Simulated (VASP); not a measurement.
Here is a VASP 6.6.1 calculation.

File INCAR:

```
  ALGO = Fast
  EDIFF = 1E-7
  ENCUT = 520
  GGA = PS
  ISIF = 2
  ISMEAR = -1
  LASPH = T
  LCHARG = F
  LMAXMIX = 4
  LREAL = F
  LWAVE = F
  NELM = 80
  PREC = Accurate
  SIGMA = 0.05
```

File KPOINTS:

```
k-points
0
Gamma
  10 10 5
```

POSCAR

```
Hf
1.0
    3.1967000000      0.0000000000      0.0000000000
   -1.5983500000      2.7684234083      0.0000000000
    0.0000000000      0.0000000000      5.0578000000
Hf
2
Direct
    0.6666666667      0.3333333333      0.7500000000
    0.3333333333      0.6666666667      0.2500000000
```

The input KPOINTS_OPT:

```
path GMKGALHA,LM,KH
10
line-mode
reciprocal
 0.0000000000  0.0000000000  0.0000000000  G
 0.5000000000  0.0000000000  0.0000000000  M

 0.5000000000  0.0000000000  0.0000000000  M
 0.3333333333  0.3333333333  0.0000000000  K

 0.3333333333  0.3333333333  0.0000000000  K
 0.0000000000  0.0000000000  0.0000000000  G

 0.0000000000  0.0000000000  0.0000000000  G
 0.0000000000  0.0000000000  0.5000000000  A

 0.0000000000  0.0000000000  0.5000000000  A
 0.5000000000  0.0000000000  0.5000000000  L

 0.5000000000  0.0000000000  0.5000000000  L
 0.3333333333  0.3333333333  0.5000000000  H

 0.3333333333  0.3333333333  0.5000000000  H
 0.0000000000  0.0000000000  0.5000000000  A

 0.5000000000  0.0000000000  0.5000000000  L
 0.5000000000  0.0000000000  0.0000000000  M

 0.3333333333  0.3333333333  0.0000000000  K
 0.3333333333  0.3333333333  0.5000000000  H
```

Potentials or basis: VASP PAW PBE potentials, release 64 (Hf_pv).

Run with:

```sh
$ cat potpaw_PBE.64/Hf_pv/POTCAR > POTCAR
$ mpirun -np 1 vasp_std > vasp.out
```

Predict the pressure.

-4.3 GPa.

Predict the band gap along the path.

none (metal or under the smearing width).

Levels at the corners of the path, in eV from the Fermi level:
| point | band 8 | band 9 | band 10 | band 11 | band 12 | band 13 |
| --- | --- | --- | --- | --- | --- | --- |
| Γ | -3.70 | 0.68 | 1.18 | 1.18 | 1.46 | 2.00 |
| M | -2.73 | -2.21 | -0.77 | 0.79 | 0.88 | 1.68 |
| M | -2.73 | -2.21 | -0.77 | 0.79 | 0.88 | 1.68 |
| K | -1.78 | -1.78 | -1.41 | 0.37 | 0.37 | 2.05 |
| K | -1.78 | -1.78 | -1.41 | 0.37 | 0.37 | 2.05 |
| Γ | -3.70 | 0.68 | 1.18 | 1.18 | 1.46 | 2.00 |
| Γ | -3.70 | 0.68 | 1.18 | 1.18 | 1.46 | 2.00 |
| A | -5.39 | 0.16 | 0.16 | 1.07 | 1.07 | 1.07 |
| A | -5.39 | 0.16 | 0.16 | 1.07 | 1.07 | 1.07 |
| L | -3.40 | -0.97 | -0.97 | 1.20 | 1.20 | 2.65 |
| L | -3.40 | -0.97 | -0.97 | 1.20 | 1.20 | 2.65 |
| H | -1.77 | -1.44 | -1.44 | -0.17 | -0.17 | 2.52 |
| H | -1.77 | -1.44 | -1.44 | -0.17 | -0.17 | 2.52 |
| A | -5.39 | 0.16 | 0.16 | 1.07 | 1.07 | 1.07 |
| L | -3.40 | -0.97 | -0.97 | 1.20 | 1.20 | 2.65 |
| M | -2.73 | -2.21 | -0.77 | 0.79 | 0.88 | 1.68 |
| K | -1.78 | -1.78 | -1.41 | 0.37 | 0.37 | 2.05 |
| H | -1.77 | -1.44 | -1.44 | -0.17 | -0.17 | 2.52 |

Caveat: the PAW data sets were made with another functional, which shifts forces and pressure a little; spin-orbit coupling is left out, which moves the levels of the heavy elements.
